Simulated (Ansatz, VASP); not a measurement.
# H2PtO2 in two plane-wave programs

Wanted: the spread between two codes on one cell, functional and k mesh. The structure shown is the start of the Ansatz relaxation below; VASP solves that cell, so the two are compared at the walk's first step.

Main program and level: Ansatz 0.2.0; plane waves, with VASP 6.6.1 beside it; single point at PBE.

### Step 1. The structure

The cell holds 5 atoms: 1 Pt, 2 O and 2 H. Its edges and angles: a = 3.254 Å, b = 3.251 Å, c = 32.029 Å, α = 90.0°, β = 90.0°, γ = 60.0°. Vacuum lies along c. The height across the vacuum is the one that the program set for its solve, not the one typed.

Structure file:

```cif
data_structure
_symmetry_space_group_name_H-M 'P 1'
_symmetry_Int_Tables_number 1
_cell_length_a 3.2539
_cell_length_b 3.2509
_cell_length_c 32.0295
_cell_angle_alpha 90.000
_cell_angle_beta 90.000
_cell_angle_gamma 60.039
_cell_volume 293.53
loop_
_atom_site_label
_atom_site_type_symbol
_atom_site_fract_x
_atom_site_fract_y
_atom_site_fract_z
_atom_site_occupancy
Pt1 Pt 0.66767 0.66640 0.31189 1
O2 O 0.00000 0.00000 0.27888 1
O3 O 0.33386 0.33464 0.34489 1
H4 H 0.00500 0.99027 0.24766 1
H5 H 0.33618 0.33759 0.37613 1
```

### Step 2. Ansatz: relaxation, PBE

Ansatz runs on its default PAW (the set named soft_2) files.

The two programs are compared at the cell with which this relaxation starts, whose forces are those of its first step.

input.yaml

```yaml
crystal:
  lattice:
    - [3.2538764, 0.0, 0.0]
    - [1.62353279, 2.81643203, 0.0]
    - [0.0, 0.0, 19.97958567]
  atoms:
    - { symbol: Pt, position: [0.66766804, 0.66640005, 0.49999472] }
    - { symbol: O, position: [0.0, 0.0, 0.44708227] }
    - { symbol: O, position: [0.33386104, 0.33463996, 0.55289329] }
    - { symbol: H, position: [0.00499622, 0.99027382, 0.39702635] }
    - { symbol: H, position: [0.33617857, 0.33759245, 0.60297365] }
  periodic: [true, true, false]
kpoints:
  mp_grid: { grid: [9, 9, 1] }
scf:
  occupations: { method: fermi_dirac, width: 0.05 }
hamiltonian:
  xc: pbe
  pseudopotentials: { kind: paw }
output:
  forces: true
  stress: true
relax:
  f_tol: 0.02
  max_steps: 50
  cell: {}
```

Command:

```sh
> ansatz run input.yaml --threads 4 --pin off --max-ram 8192MiB --backend cpu --events-out ev --progress --plain --runs-dir out
```

Numbers of over 12 decimals in the logs are rounded to 6 here.

The log of the run:

```text
Warning: crystal.periodic: the lattice vector that does not repeat stood 0.000° off the slab's normal, 19.980 Å along it as the deck builds it. The run solves the slab on a vector along the normal, 32.029 Å long, with every atom where it was (on the deck's vector they left 15.86 Å outside them, and the widest stretch free of ions among them is 1.06 Å). A fractional position that the run reports is one of the run's ce [...]
crystal.periodic: the lattice vector that does not repeat stood 0.000° off the slab's normal, 19.980 Å along it as the deck builds it. The run solves the slab on a vector along the normal, 32.029 Å long, with every atom where it was (on the deck's vector they left 15.86 Å outside them, and the widest stretch free of ions among them is 1.06 Å). A fractional position that the run reports is one of the run's cell, which [...]
Engine: ansatz 0.2.0, x86_64-unknown-linux-gnu
Pseudopotentials: kind: paw
Pseudopotential: Pt, paw, valence charge 18, recommended cutoff 420 eV (normal), Pt.paw.azcp
Pseudopotential: O, paw, valence charge 6, recommended cutoff 420 eV (normal), O.paw.azcp
Pseudopotential: H, paw, valence charge 1, recommended cutoff 420 eV (normal), H.paw.azcp
Functional definition: PBE
  parameter kappa = 0.804
  parameter beta = 0.066725
  exchange = pbe_x(kappa = kappa, mu = beta*pi^2/3)
  correlation = pbe_c(beta = beta)
Crystal: 5 atoms, lattice volume = 293.528 Å³
Basis set: ecut = 420 eV, 5879 PW (Γ), exchange–correlation on 48×48×432 points (8 copies of the dense FFT grid, shifted against one another)
Bands: 21, of which v1, the nominal top of the filled ones, is band 16 counted from 1 (15 counted from 0)
Symmetry: 1 space group operations
Space group: P1 (ITA 1), of the structure as read, at distance tolerance 6.6e-5 Å
k-points: 41 of 81 (time reversal used)
Non-local potential: Pt, projectors of the file, l = 0: 3, l = 1: 2, l = 2: 2, l = 3: 1
Non-local potential: O, projectors of the file, l = 0: 2, l = 1: 2, l = 2: 1
Non-local potential: H, projectors of the file, l = 0: 2, l = 1: 1
PAW form: soft (Blöchl's): semilocal exchange-correlation on the pseudo side does not see the compensation charge
PAW one-centre angular grid: Pt, 590 points (default); XC on 64 Gauss nodes
PAW one-centre angular grid: O, 110 points (default); XC on 64 Gauss nodes
PAW one-centre angular grid: H, 110 points (default); XC on 64 Gauss nodes
Initial density: superposition of atomic densities (neutral atoms: chi_scale 0, normalization atom), corrected by the library's trained network
Initial wavefunctions: pseudopotential atomic-orbital guess
[...]
preconditioner: auto → Resta (q_TF=auto, 1.803 Å⁻¹)  ε∞=1.6  [insulator: Δε(μ)=2.227 eV  Ē_g=11.996 eV  σ=0.050 eV  W_gap=1.00  n_scr=32 (ndim 8)  ℏωp=9.3 eV  f_vac=0.841  D(μ)=0.00/eV (n_scr^D=0)  ε∞_Penn≈1.6  vacuum switching on, ρ_ref=1.0e-2 e/Å³]
SCF iter   2: F=—  HF=-13687.781018 eV  |F-HF|=—  |Δ(HF+E_count)|=   8.91e-4  Δρ=5.08e-5  dr2=1.60e-6  ethr=1.37e-8  ⟨swp⟩=3.1  Hψ=1917  notcnv=0
SCF iter   3: F=—  HF=-13687.781482 eV  |F-HF|=—  |Δ(HF+E_count)|=   4.64e-4  Δρ=2.48e-5  dr2=6.91e-7  ethr=4.99e-9  ⟨swp⟩=2.7  Hψ=1531  notcnv=0
SCF iter   4: F=—  HF=-13687.781626 eV  |F-HF|=—  |Δ(HF+E_count)|=   1.45e-4  Δρ=4.03e-6  dr2=4.38e-8  ethr=2.16e-9  ⟨swp⟩=2.9  Hψ=1694  notcnv=0
SCF iter   5: F=—  HF=-13687.781633 eV  |F-HF|=—  |Δ(HF+E_count)|=   7.00e-6  Δρ=1.87e-6  dr2=1.57e-8  ethr=1.37e-10  ⟨swp⟩=3.0  Hψ=1633  notcnv=0
SCF iter   6: F=—  HF=-13687.781634 eV  |F-HF|=—  |Δ(HF+E_count)|=   4.79e-7  Δρ=7.82e-7  dr2=9.47e-10  ethr=4.89e-11  ⟨swp⟩=2.4  Hψ=1276  notcnv=0
SCF iter   7: F=—  HF=-13687.781634 eV  |F-HF|=—  |Δ(HF+E_count)|=   2.21e-7  Δρ=1.76e-7  dr2=5.59e-11  ethr=2.96e-12  ⟨swp⟩=3.1  Hψ=1776  notcnv=0
SCF iter   8: F=-13687.781634 eV  HF=-13687.781634 eV  |F-HF|=4.47e-9  |Δ(HF+E_count)|=   1.98e-9  Δρ=3.42e-8  dr2=2.34e-12  ethr=1.00e-12  ⟨swp⟩=8.7  Hψ=4861  notcnv=0
SCF 44 converged in 8 iterations: F = -13687.781634 eV  dr2 = 2.34e-12
relax step  44: F+E_penalty+E_count = -13687.78163390 eV  Δ(F+E_penalty+E_count) = -4.748e-3 eV  max|allowed force component| = 1.361e-2 eV/Å  Δτ_max = 0.0000 Å  P = +0.025 N/m  Ω = 384.699 Å³  fix = [c, alpha, beta]  reactions: c +0.000 N/m; alpha -0.000, beta +0.000 N/m/rad  stress off target by 1.11e-1 N/m on what of the cell is left free  SCF on the basis re-selected at this cell (its energy is not comparable with the rows above)  (8 SCF iters)
[...]
relax step  45: F+E_penalty+E_count = -13687.78143092 eV  Δ(F+E_penalty+E_count) = +2.030e-4 eV  max|allowed force component| = 2.050e-3 eV/Å  Δτ_max = 0.0047 Å  P = +0.018 N/m  Ω = 385.484 Å³  energy of the carried Pulay correction = -3.827e-4 eV  fix = [c, alpha, beta]  reactions: c +0.000 N/m; alpha +0.000, beta -0.000 N/m/rad  (7 SCF iters, dr2 threshold 1.55e-8 eV, accepted)
[...]
relax step  46: F+E_penalty+E_count = -13687.78186297 eV  Δ(F+E_penalty+E_count) = -4.320e-4 eV  max|allowed force component| = 2.328e-3 eV/Å  Δτ_max = 0.0000 Å  P = +0.020 N/m  Ω = 385.484 Å³  fix = [c, alpha, beta]  reactions: c +0.000 N/m; alpha +0.000, beta +0.000 N/m/rad  stress off target by 4.52e-2 N/m on what of the cell is left free  SCF on the basis re-selected at this cell (its energy is not comparable with the rows above)  (7 SCF iters)
basis re-selected at this cell: Δ(F+E_penalty+E_count) = -4.320e-4 eV, ΔP = +0.002 N/m vs the last step (what re-selecting the basis moved, of the pressure what is left beyond the Pulay correction that the steps carried, after the strain that the cell walked since its last selection, with what the two solves' SCF thresholds leave and, on support functions, any second-order correction that the steps lacked; it is no m [...]
SCF converged after 7 iterations
Free energy (F): -13687.781863 eV
Harris-Foulkes:  -13687.781863 eV  (|F-HF|=9.50e-9)
Internal energy: -13687.781863 eV  (E = F + TS)
E sigma→0 (E₀):  -13687.781863 eV
Fermi energy:    -5.005042 eV
--- Per-component energies (eV) ---
  E_band       = -855.339618
  E_kinetic    = 1012.630303
  E_local      = -57406.904872  (includes V_loc(G=0)·N_el)
  E_nonlocal   = 300.620779
  E_hartree    = 28055.102835
  E_xc         = -424.233584
  E_vxc        = -510.094975  (∫ρ·V_xc dr)
  E_paw        = -9771.596665  (= ΣΔE_a)
  E_vpaw       = -361.799358  (= ΣTr[D̂ρ^β])
  E_aug_tail   = 0.002758  (compensation charges beyond the density's cutoff)
  E_ewald      = 24546.596581
  E_smearing   = -0.000000  (= −TS)
  E_closure    = 0.000000  (closes the sum)
  Σ components = -13687.781863   (vs F -13687.781863, Δ=0.00e0)
--- Forces (eV/Å), atoms counted from 1 ---
  atom   1  Pt    -0.00009797     0.00003786    -0.00027190
  atom   2  O     -0.00051865    -0.00232789     0.00054827
  atom   3  O      0.00056039     0.00209599    -0.00021107
  atom   4  H      0.00009039    -0.00054081    -0.00201687
  atom   5  H     -0.00003416     0.00073481     0.00195116
  max |Σ_I F_I| component: 4.22e-7 eV/Å
--- 2D stress c σ (N/m, compression-positive) ---
       -0.005346      -0.004610      -0.000000
       -0.004610       0.044797      -0.000000
       -0.000000      -0.000000       0.000000
  P = ½ c Tr σ = 0.0197 N/m
--- Relaxed structure (41 steps of the walk, 41 accepted, 5 SCFs on fresh bases) ---
  F+E_penalty+E_count = -13687.78186297 eV   max|allowed force component| = 2.328e-3 eV/Å   (the final SCF, on the basis selected at the relaxed cell)
  cell:  # Å, volume = 385.4843 Å³
    - [3.144269, 0.00428057, 0]
    - [1.572549, 3.829833, 0]
    - [0, 0, 32.029483]
  atoms:
    - { symbol: Pt, position: [0.668543, 0.665780, 0.311890] }
    - { symbol: O, position: [0.257624, -0.511733, 0.277124] }
    - { symbol: O, position: [0.079458, 0.843297, 0.346655] }
    - { symbol: H, position: [0.387352, 0.229452, 0.278477] }
    - { symbol: H, position: [-0.050274, 1.102111, 0.345303] }
```

In the SCF lines HF is the Harris–Foulkes energy and dr2 the Hartree energy of the density residual, in eV; the loop may stop once dr2 is under the threshold and the program's other checks hold. Hψ counts applications of the Hamiltonian.

### Step 3. VASP: single point, PBE, start cell

The same cell, functional, mesh and smearing now go to VASP, with its own data sets.

Lines of VASP's logs that name or quote its potential files are left out, and so is its time.

INCAR

```
SYSTEM = H2PtO2
PREC = Accurate
ENCUT = 520
EDIFF = 1E-06
NELM = 120
ISMEAR = -1
SIGMA = 0.05
LREAL = .FALSE.
ALGO = Normal
GGA = PE
NBANDS = 18
LASPH = .TRUE.
LORBIT = 11
LWAVE = .FALSE.
LCHARG = .FALSE.
ISIF = 2
LDIPOL = .TRUE.
IDIPOL = 3
DIPOL = 0.5 0.5 0.312
LVHAR = .TRUE.
GGA_COMPAT = .FALSE.
EFERMI = MIDGAP
NELMDL = -8
KPAR = 2
```

POSCAR

```
H2PtO2
1.0
    3.2538760000      0.0000000000      0.0000000000
    1.6235330000      2.8164320000      0.0000000000
    0.0000000000      0.0000000000     32.0294830000
Pt O H
1 2 2
Direct
    0.6676682741      0.6663998989      0.3118903605
    0.0000000000      0.0000000000      0.2788842705
    0.3338611564      0.3346400694      0.3448878335
    0.0049961038      0.9902738642      0.2476600075
    0.3361786436      0.3375923864      0.3761273324
```

KPOINTS

```
Automatic mesh
0
Gamma
9 9 1
0 0 0
```

PAW data sets: Pt, O and H (PBE family, release 64).

Command:

```sh
> mpirun -np 2 vasp_std
```

The log of the run:

```text
[banner, memory and clock lines left out]
running    2 mpi-ranks, on    1 nodes
 distrk:  each k-point on    1 cores,    2 groups
 distr:  one band on    1 cores,    1 groups

 POSCAR found type information on POSCAR PtO H
 POSCAR found :  3 types and       5 ions
 LDA part: xc-table for (Slater+PW92), standard interpolation
 POSCAR, INCAR and KPOINTS ok, starting setup
 FFT: planning ... GRIDC
 FFT: planning ... GRID_SOFT
 FFT: planning ... GRID
 WAVECAR not read
 entering main loop
       N       E                     dE             d eps       ncg     rms          rms(c)
DAV:   1     0.199299514104E+03    0.19930E+03   -0.87512E+03  1596   0.967E+02
DAV:   2     0.148883291945E+01   -0.19781E+03   -0.19037E+03  2408   0.204E+02
DAV:   3    -0.255603186498E+02   -0.27049E+02   -0.26604E+02  2000   0.941E+01
DAV:   4    -0.261161408511E+02   -0.55582E+00   -0.54827E+00  1960   0.151E+01
DAV:   5    -0.261223291091E+02   -0.61883E-02   -0.61787E-02  1998   0.149E+00
DAV:   6    -0.261224319802E+02   -0.10287E-03   -0.10287E-03  1986   0.200E-01
DAV:   7    -0.261224347472E+02   -0.27669E-05   -0.27669E-05  2018   0.286E-02
DAV:   8    -0.261224348323E+02   -0.85132E-07   -0.85115E-07  1748   0.511E-03    0.228E+01
DAV:   9    -0.237781149576E+02    0.23443E+01   -0.11873E+01  1860   0.289E+01    0.156E+01
DAV:  10    -0.236074249380E+02    0.17069E+00   -0.20753E+00  2172   0.145E+01    0.630E+00
DAV:  11    -0.235030101857E+02    0.10441E+00   -0.70962E-01  1956   0.647E+00    0.237E+00
DAV:  12    -0.234782976142E+02    0.24713E-01   -0.10876E-01  2070   0.184E+00    0.511E-01
DAV:  13    -0.234786363713E+02   -0.33876E-03   -0.59395E-03  1918   0.567E-01    0.318E-01
DAV:  14    -0.234779733891E+02    0.66298E-03   -0.25003E-03  2104   0.230E-01    0.435E-02
[...]
DAV:  18    -0.234787412282E+02   -0.93778E-04   -0.24765E-05  1936   0.245E-02    0.447E-03
DAV:  19    -0.234787834468E+02   -0.42219E-04   -0.41313E-06  1604   0.104E-02    0.295E-03
DAV:  20    -0.234788343820E+02   -0.50935E-04   -0.58253E-06  1626   0.931E-03    0.194E-03
DAV:  21    -0.234788590974E+02   -0.24715E-04   -0.25274E-06  1728   0.476E-03    0.157E-03
DAV:  22    -0.234788721052E+02   -0.13008E-04   -0.10304E-06  1668   0.223E-03    0.689E-04
DAV:  23    -0.234788794742E+02   -0.73690E-05   -0.58577E-07  1752   0.177E-03    0.366E-04
DAV:  24    -0.234788823437E+02   -0.28695E-05   -0.20687E-07  1714   0.988E-04    0.199E-04
DAV:  25    -0.234788830008E+02   -0.65709E-06   -0.35336E-08  1568   0.367E-04
   1 F= -.23478883E+02 E0= -.23467498E+02  d E =-.227709E-01
```

Parts of OUTCAR (step 3):

```text
ion  position               nearest neighbor table
   1  0.668  0.666  0.312-   3 2.15   2 2.15   2 2.15   3 2.15   3 2.16   2 2.16
   2  0.000  0.000  0.279-   4 1.00   1 2.15   1 2.15   1 2.16
   3  0.334  0.335  0.345-   5 1.00   1 2.15   1 2.15   1 2.16
   4  0.005  0.990  0.248-   2 1.00
   5  0.336  0.338  0.376-   3 1.00

  LATTYP: Found a simple monoclinic cell.
 ALAT       =     3.2508689012
 B/A-ratio  =     9.8525914067
 C/A-ratio  =     1.0009250139
 COS(beta)  =    -0.4994150947

 Subroutine GETGRP returns: Found  1 space group operations
 (whereof  1 operations were pure point group operations)

The static configuration has the point symmetry C_1 .

 Found     41 irreducible k-points:

   k-points           NKPTS =     41   k-points in BZ     NKDIM =     41   number of bands    NBANDS=     18

   dimension x,y,z NGX =    24 NGY =   24 NGZ =  240
   dimension x,y,z NGXF=    48 NGYF=   48 NGZF=  480

   ENCUT  =  520.0 eV  38.22 Ry    6.18 a.u.   6.05  6.04 59.55*2*pi/ulx,y,z

   NELECT =      24.0000    total number of electrons

 k-points in reciprocal lattice and weights: Automatic mesh
   0.00000000  0.00000000  0.00000000       0.012
   0.11111111  0.00000000  0.00000000       0.025
   0.22222222 -0.00000000  0.00000000       0.025
   0.33333333  0.00000000  0.00000000       0.025
   0.44444444 -0.00000000  0.00000000       0.025
   0.00000000  0.11111111  0.00000000       0.025
   0.11111111  0.11111111  0.00000000       0.025
   0.22222222  0.11111111  0.00000000       0.025
   0.33333333  0.11111111  0.00000000       0.025
[...]
-0.22222222  0.44444444  0.00000000       0.025
  -0.11111111  0.44444444  0.00000000       0.025

 dipolmoment           0.000000      0.000000      0.000082 electrons x Angstroem

 average (electrostatic) potential at core
       1 -75.7537       2 -79.5799       3 -79.5811       4 -42.7078       5 -42.7055

 E-fermi :  -1.2703

 k-point     1 :       0.0000    0.0000    0.0000
  band No.  band energies     occupation
    ...
      8      -6.1652      2.00000
      9      -4.3469      2.00000
     10      -4.3395      2.00000
     11      -4.0778      2.00000
     12      -1.6684      1.99930
     13      -0.6519      0.00001
     14      -0.6163      0.00000
     15      -0.6022      0.00000
     16       0.8838      0.00000
     17       1.2535      0.00000
    ...

 k-point     2 :       0.1111    0.0000    0.0000
  band No.  band energies     occupation
    ...
      8      -6.4056      2.00000
      9      -4.3157      2.00000
     10      -4.0886      2.00000
     11      -3.9364      2.00000
     12      -1.3359      1.57594
     13      -1.1151      0.08593
     14      -0.6533      0.00001
     15      -0.1469      0.00000
     16       1.1472      0.00000
     17       1.5057      0.00000
    ...

 k-point     3 :       0.2222   -0.0000    0.0000
  band No.  band energies     occupation
    ...
      8      -6.7875      2.00000
      9      -4.4397      2.00000
     10      -3.6850      2.00000
     11      -3.6679      2.00000
     12      -1.6796      1.99944
     13      -0.7291      0.00004
     14      -0.3069      0.00000
     15       0.4953      0.00000
     16       1.9122      0.00000
     17       2.2081      0.00000
    ...

  Total        6.5380151      6.7421461      0.4285052     -0.0639043      0.0386200      0.0414839
  in kB       35.6866930     36.8009089      2.3389261     -0.3488115      0.2108010      0.2264330
  external PRESSURE =      24.9421760 kB  Pullay stress =       0.0000000 kB

  energy-cutoff  :      520.00
  volume of cell :      293.53
      direct lattice vectors                 reciprocal lattice vectors
     3.253876000  0.000000000  0.000000000     0.307325786 -0.177158034  0.000000000
     1.623533000  2.816432000  0.000000000     0.000000000  0.355059167  0.000000000
     0.000000000  0.000000000 32.029483000     0.000000000  0.000000000  0.031221235

 POSITION                                       TOTAL-FORCE (eV/Angst)
 -----------------------------------------------------------------------------------
      3.25443      1.87687      9.98969        -0.018399      0.048949      0.000041
      0.00000      0.00000      8.93252        -0.001087     -0.101295     -0.657076
      1.62964      0.94249     11.04658         0.042617      0.016629      0.665384
      1.62400      2.78904      7.93242        -0.010395      0.038755      0.209457
      1.64198      0.95081     12.04716        -0.012737     -0.003038     -0.217806
 -----------------------------------------------------------------------------------
    total drift:                               -0.000164     -0.000299     -0.000805

  FREE ENERGIE OF THE ION-ELECTRON SYSTEM (eV)
  ---------------------------------------------------
  free  energy   TOTEN  =       -23.4788830008 eV

  energy  without entropy=      -23.4561121078  energy(sigma->0) =      -23.46749755

 vacuum level on the upper side and lower side of the slab         1.328         1.326

 total charge
# of ion       s       p       d       tot
------------------------------------------
    1        0.490   0.492   8.128   9.110
    2        1.595   3.443   0.000   5.038
    3        1.595   3.443   0.000   5.038
    4        0.592   0.104   0.000   0.696
    5        0.592   0.104   0.000   0.695
--------------------------------------------------
tot          4.864   7.585   8.128  20.576

[... 3 further parts left out ...]
```

### Step 4. Differences

Known differences besides the potentials themselves: Ansatz cuts the interaction across the vacuum, VASP repeats the sheet with a dipole correction; the data sets hold 32 valence electrons in Ansatz (on its default PAW (the set named soft_2) files) and 24 in VASP; the cutoff is 420 eV in Ansatz and 520 eV in VASP. Total energies have different zeros and are not compared.

Forces (eV/Å; atoms numbered as in POSCAR):

```
atom          Ansatz x, y, z            VASP x, y, z
 Pt1    -0.018, 0.049, 0.000    -0.018, 0.049, 0.000
  O2  -0.003, -0.106, -0.728  -0.001, -0.101, -0.657
  O3     0.046, 0.020, 0.737     0.043, 0.017, 0.665
  H4    -0.011, 0.041, 0.296    -0.010, 0.039, 0.209
  H5  -0.013, -0.003, -0.304  -0.013, -0.003, -0.218
```

The forces differ by 41 meV/Å r.m.s., which is 16.0 % of the r.m.s. force of 0.256 eV/Å (both taken over all components). With vacuum in the cell, a pressure given here is an average over mostly empty space and none of the material.

### Step 5. Other set-ups

Further runs change the set-up of one program: Ansatz's method, potentials or start, or VASP's data sets, cutoff or form of LDA. The table gives that difference for each run.

```
                                      run  r.m.s. force difference (meV/Å)
                                 as above                               41
VASP with the data sets Pt_sv_GW, O and H                               40
```

### Step 6. Outcome

```json
{
 "r.m.s. force difference (single point, PBE, start cell)": "16 % of the r.m.s. force"
}
```

**Reading.** The r.m.s. force difference is 16 % of the r.m.s. force (single point, PBE, start cell), beyond the 3 % picked in this series as the mark of a large difference. The data sets hold unlike numbers of valence electrons (32 in Ansatz and 24 in VASP), so part of the differences comes from the potentials. For single point, PBE, start cell, no further run moves any of the tabulated differences by more than a quarter of its size. 1 further run of this series is not shown here. How closely two codes agree says nothing of how well the functional describes the real material.

[Lines on the potential files, build, host, timing and source positions are cut from VASP's logs without a mark.]

[Logs are printed without paths, hosts, clocks, repeated set-up lines and the standing remarks that a program may print on its own settings, such as how far it seeks lower states.]

[Hosts, paths, dates, database ids (printed as entryN), source tags and the programs' standing remarks are cut or masked in the printed files.]
